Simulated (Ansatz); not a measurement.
The system is Ca.

```
Ca
1.0
    -2.24000    2.24000    2.24000
     2.24000   -2.24000    2.24000
     2.24000    2.24000   -2.24000
Ca
1
Direct
  0.00000 0.00000 0.00000
```

This isn't the form of Ca at room conditions, which is fcc.

- Program: Ansatz 0.2.0
- Task: relaxation of cell and atoms
- Functional: BLYP
- Dispersion: D4
- Potentials or basis: all-electron LAPW, scalar-relativistic
- Basis error allowed: 0.001 eV/atom
- k mesh: 8 × 8 × 8
- Occupations: fermi-dirac, width 0.05 eV
- Spin: no spin polarisation

At the start: volume 44.96 Å³/atom.

Question: Where does the relaxation end?

Answer: Over 13 steps the energy falls by 35.5 meV/atom and the volume is 40.02 Å³/atom (-11.0 %); space group Im-3m (No. 229, to 0.05 Å).

Step by step:
```
step  energy change (eV)  largest force (eV/Å)  volume (Å³)
   1              0.0000                0.0000        44.96
   2             -0.0204                0.0000        42.89
   3             -0.0334                0.0000        40.74
   4             -0.0352                0.0000        40.18
   5             -0.0352                0.0000        40.17
   6             -0.0352                0.0000        40.17
   7             -0.0353                0.0000        40.14
   8             -0.0353                0.0000        40.13
   9             -0.0355                0.0000        40.04
  10             -0.0355                0.0000        40.04
  11             -0.0355                0.0000        40.02
  12             -0.0355                0.0000        40.02
  13             -0.0355                0.0000        40.02
```

Final structure:
```yaml
crystal:
  lattice:
    - [-2.15482, 2.15482, 2.15482]
    - [2.15482, -2.15482, 2.15482]
    - [2.15482, 2.15482, -2.15482]
  atoms:
    - { symbol: Ca, position: [0.00000, 0.00000, 0.00000] }
```
